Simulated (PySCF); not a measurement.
# maleic anhydride: 4 charge schemes on one density

Maleic anhydride, C₄H₂O₃.
Geometry (GFN2-xTB, Å), atoms numbered from 1 in this order:
```
atom  x, y, z in Å
O1    -2.2103   -1.0881   -0.2163
C2    -1.1119   -0.6379   -0.2804
C3    -0.6755    0.7688   -0.5153
C4     0.6536    0.7918   -0.5055
C5     1.1350   -0.5991   -0.2622
O6     2.2470   -1.0109   -0.1784
O7     0.0239   -1.3946   -0.1389
H8    -1.3813    1.5644   -0.6580
H9     1.3331    1.6115   -0.6390
```

Density: PBE0/pcSseg-1 (PySCF); schemes: Mulliken, IAO, Hirshfeld and ESP-fitted. Geometry: GFN2-xTB; no solvent, vibrations or thermal averaging.

Problem. Which atoms carry the lowest charge in the Mulliken, IAO, Hirshfeld and ESP-fitted schemes?

Solution. The schemes don't all agree: Mulliken O7 (-0.406); IAO O1 and O6 (-0.371); Hirshfeld O1 and O6 (-0.217); ESP-fitted O1 (-0.458).

Problem. Do the Mulliken, IAO, Hirshfeld and ESP-fitted schemes agree on where the charge is highest?

Solution. All schemes agree: Mulliken C2 and C5 (+0.535); IAO C2 and C5 (+0.520); Hirshfeld C2 and C5 (+0.211); ESP-fitted C2 and C5 (+0.741).

Problem. Give the atomic charges in each scheme.

Solution. In e:

| atom | environment | Mulliken | IAO | Hirshfeld | ESP-fitted |
| --- | --- | --- | --- | --- | --- |
| O1 | anhydride carbonyl oxygen | -0.323 | -0.371 | -0.217 | -0.458 |
| C2 | anhydride carbonyl carbon | +0.535 | +0.520 | +0.211 | +0.741 |
| C3 | alkene CH carbon | -0.137 | -0.179 | -0.025 | -0.273 |
| C4 | alkene CH carbon | -0.137 | -0.179 | -0.025 | -0.279 |
| C5 | anhydride carbonyl carbon | +0.535 | +0.520 | +0.211 | +0.741 |
| O6 | anhydride carbonyl oxygen | -0.323 | -0.371 | -0.217 | -0.457 |
| O7 | anhydride bridging oxygen | -0.406 | -0.326 | -0.101 | -0.422 |
| H8 | vinylic hydrogen | +0.128 | +0.193 | +0.082 | +0.203 |
| H9 | vinylic hydrogen | +0.128 | +0.193 | +0.082 | +0.204 |

Mean size of the charges over all atoms: ESP-fitted 0.420 e, IAO 0.317 e, Mulliken 0.295 e, Hirshfeld 0.130 e. Each set sums to the total charge, 0, to within 0.001 e. The Mulliken scheme counts on each atom the diagonal of the density matrix times the overlap matrix over that atom's basis functions.

Problem. Sum the charges by element.

Solution. 
```json
{"element": "O", "atoms": "3", "Mulliken": "-1.052", "IAO": "-1.068", "Hirshfeld": "-0.535", "ESP-fitted": "-1.337"}
{"element": "C", "atoms": "4", "Mulliken": "+0.796", "IAO": "+0.682", "Hirshfeld": "+0.371", "ESP-fitted": "+0.930"}
{"element": "H", "atoms": "2", "Mulliken": "+0.256", "IAO": "+0.385", "Hirshfeld": "+0.163", "ESP-fitted": "+0.407"}
```

Problem. How many electrons does the Mulliken scheme count on C4?

Solution. Z − q = 6 − (-0.137) = 6.137.

Problem. How closely do the schemes follow one another over all atoms?

Solution. Correlation coefficient and root-mean-square difference: IAO with ESP-fitted 1.00, 0.125 e; Mulliken with ESP-fitted 0.99, 0.138 e; Mulliken with IAO 0.99, 0.051 e; IAO with Hirshfeld 0.97, 0.200 e; Hirshfeld with ESP-fitted 0.95, 0.322 e; Mulliken with Hirshfeld 0.95, 0.199 e.

These values come from a run that also computed NMR shieldings. On an Arm Neoverse V1 with one thread, on a shared host, this took 9.2 s of wall time.
